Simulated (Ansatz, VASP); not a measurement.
## One calculation of CdTe, two programs

The input INCAR:

```
PREC = Accurate
ENCUT = 520
EDIFF = 1E-6
ISMEAR = 0
SIGMA = 0.05
LREAL = F
LASPH = T
NELM = 100
ALGO = Normal
ISIF = 2
LWAVE = F
LCHARG = F
GGA = PS
NBANDS = 16
```

The input KPOINTS:

```
Automatic mesh
0
Gamma
  8 8 8
```

The input POSCAR:

```
CdTe
1.0
    0.0000000000      3.1635547388      3.2446715270
    3.2446715270      0.0000000000      3.2446715270
    3.2446715270      3.1635547388      0.0000000000
Cd Te
1 1
Direct
    0.0000000000      0.0000000000      0.0000000000
    0.7500000000      0.7500000000      0.7500000000
```

Input for Ansatz:

```yaml
crystal:
  lattice:
    - [0.0, 3.1635547388, 3.244671527]
    - [3.244671527, 0.0, 3.244671527]
    - [3.244671527, 3.1635547388, 0.0]
  atoms:
    - { symbol: Cd, position: [0.0, 0.0, 0.0] }
    - { symbol: Te, position: [0.75, 0.75, 0.75] }
basis:
  ecutwfc: 420
kpoints:
  mp_grid: { grid: [8, 8, 8] }
hamiltonian:
  xc: pbesol
scf:
  occupations: { method: gaussian, width: 0.05 }
output:
  forces: true
  stress: true
  eigenvalues: true
```

Change from the starting cell: strain -0.0250 x Voigt [0, 1, 0, 0, 0, 0], atoms carried along.

Alike in both runs: task single point; functional PBEsol; k mesh 8 × 8 × 8; occupations gaussian, width 0.05 eV; no spin polarisation.

|  | VASP | Ansatz |
| --- | --- | --- |
| version | VASP 6.6.1 | Ansatz 0.2.0 |
| potentials or method | VASP PAW PBE potentials, release 64 (Cd, Te) | scalar-relativistic, plane waves, PAW |
| plane-wave cutoff (eV) | 520 | 420 |
| valence electrons in the cell | 18 | 36 |

|  | VASP | Ansatz | Ansatz less VASP |
| --- | --- | --- | --- |
| gap on the k mesh at the Fermi level (eV) | 0.67 | 0.67 | -0.003 |
| least direct gap on the mesh (eV) | 0.67 | 0.67 | -0.003 |
| pressure (GPa) | 1.3 | 1.1 | -0.18 |
| largest component of the traceless stress (GPa) | 0.26 | 0.26 | +0.002 |

The functional is the same, so the differences come from potentials, cutoffs and numerics. The two sets of potentials don't hold the same shells in valence.

Caveats: the PAW data sets were made with another functional, which shifts forces and pressure a little (VASP); spin-orbit coupling is left out, which moves the levels of the heavy elements.
